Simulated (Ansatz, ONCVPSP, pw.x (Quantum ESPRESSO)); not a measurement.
**What a changed setting does to a pw.x run (bcc Ba)**

Potential: optimised norm-conserving Vanderbilt (ONCV), ONCVPSP 4.0.1, PBE; core [Kr] 4d10, reference 5s2 5p6 6s2; waves: 5s+6s: rc 2.60 bohr, ncon 4, nbas 9, qcut 3.6 1/bohr, 2 projectors; 5p: rc 3.05 bohr, ncon 4, nbas 8, qcut 4.6 1/bohr, 2 projectors, debl 0.6 Ha; d scattering state at 0.04 Ha: rc 3.05 bohr, ncon 4, nbas 9, qcut 3.2 1/bohr, 1 projector; local part: polynomial inside 2.50 bohr (lpopt 5, dvloc0 2 Ha); core correction: Teter function, fcfact 2, rcfact 1.5. In the p channel the program set the typed energies aside and used -0.689, 0.250 Ha. In the d channel the program set the typed energies aside and used 0.050 Ha.

The reference run (k-mesh 9³, cutoffs 50/200 Ry, Fermi–Dirac 0.01 Ry, mixing_beta 0.4, conv_thr 1e-9, no spin) gives 0.08 GPa at 63.608 Å³/atom, where all-electron LAPW gives 0.01 GPa. This run, with its own iteration cap, changes diagonalization to rmm-davidson.

```
&control
  calculation='scf', prefix='x', pseudo_dir='./', outdir='./tmp', tstress=.true., disk_io='none'
/
&system
  ibrav=0, nat=1, ntyp=1, ecutwfc=50, ecutrho=200, nbnd=12,
  occupations='smearing', smearing='fd', degauss=0.01
/
&electrons
  conv_thr=1e-09, mixing_beta=0.4, electron_maxstep=50, diagonalization='rmm-davidson'
/
ATOMIC_SPECIES
Ba 1.0 Ba.UPF
CELL_PARAMETERS angstrom
  -2.51468688 2.51468688 2.51468688
  2.51468688 -2.51468688 2.51468688
  2.51468688 2.51468688 -2.51468688
ATOMIC_POSITIONS crystal
Ba 0.0000 0.0000 0.0000
K_POINTS automatic
9 9 9 0 0 0
```

```bash
pw.x < Ba.scf.in > Ba.scf.out
```

Question: How does the run end?

Answer: It converges in 6 iterations; the free energy moves by +0.0 meV/atom and the pressure by +0.00 GPa. The result is that of the reference run.

```
Message from routine setup:
     using ibrav=0 with symmetry is DISCOURAGED, use correct ibrav instead
     lattice parameter (alat)  =       8.2308  a.u.
     unit-cell volume          =     429.2481 (a.u.)^3
     number of electrons       =        10.00
     number of Kohn-Sham states=           12
     kinetic-energy cutoff     =      50.0000  Ry
     charge density cutoff     =     200.0000  Ry
     scf convergence threshold =      1.0E-09
     Exchange-correlation= PBE
     number of k points=    35  Fermi-Dirac smearing, width (Ry)=  0.0100
     iteration #  1     ecut=    50.00 Ry     beta= 0.40
     total energy              =     -54.70684757 Ry
     estimated scf accuracy    <       0.00125154 Ry
     iteration #  2     ecut=    50.00 Ry     beta= 0.40
     total energy              =     -54.70697497 Ry
     estimated scf accuracy    <       0.00037745 Ry
     iteration #  3     ecut=    50.00 Ry     beta= 0.40
     total energy              =     -54.70701654 Ry
     estimated scf accuracy    <       0.00002255 Ry
     iteration #  4     ecut=    50.00 Ry     beta= 0.40
     total energy              =     -54.70701951 Ry
     estimated scf accuracy    <       0.00000050 Ry
     iteration #  5     ecut=    50.00 Ry     beta= 0.40
     total energy              =     -54.70701965 Ry
     estimated scf accuracy    <       0.00000008 Ry
     iteration #  6     ecut=    50.00 Ry     beta= 0.40
     the Fermi energy is     5.6746 ev
!    total energy              =     -54.70701966 Ry
     estimated scf accuracy    <          7.8E-10 Ry
     smearing contrib. (-TS)   =      -0.00657939 Ry
     The total energy is F=E-TS. E is the sum of the following terms:
     one-electron contribution =     -14.85223663 Ry
     hartree contribution      =       9.37644259 Ry
     xc contribution           =     -10.93360840 Ry
     ewald contribution        =     -38.29103783 Ry
     convergence has been achieved in   6 iterations
          total   stress  (Ry/bohr**3)                   (kbar)     P=        0.82
     Message from routine punch:
     Nothing written, as per user request (disk_io='none')
```

The run took about 12 s on one core of a shared host (Intel(R) Xeon(R) Platinum 8375C CPU @ 2.90GHz, 64 threads, 248 GiB, load 34).
